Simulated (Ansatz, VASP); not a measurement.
Sr in VASP and in Ansatz

```
Sr
1.0
    -1.83217    1.83217    1.83217
     1.83217   -1.83217    1.83217
     1.83217    1.83217   -1.83217
Sr
1
Direct
  0.00000 0.00000 0.00000
```

Alike in both runs: functional LDA; k mesh 15 × 15 × 15; occupations fermi-dirac, width 0.05 eV; no spin polarisation.

Ansatz relaxed the structure, and its values are those at the end. VASP's run is a single point on that final structure, the one shown.

|  | VASP | Ansatz |
| --- | --- | --- |
| version | VASP 6.6.1 | Ansatz 0.2.0 |
| potentials or method | VASP PAW LDA potentials, release 64 (Sr_sv), cutoff 520 eV | all-electron LAPW, scalar-relativistic |

```tsv
	VASP	Ansatz	Ansatz less VASP
pressure (GPa)	25.3	25.0	-0.31
```

Ansatz ran all-electron here, so the differences hold the error of VASP's frozen core and of both bases.

Caveats: so large a pressure means that the cell lies far from this level's equilibrium, or that cutoff or potentials fall short (VASP).
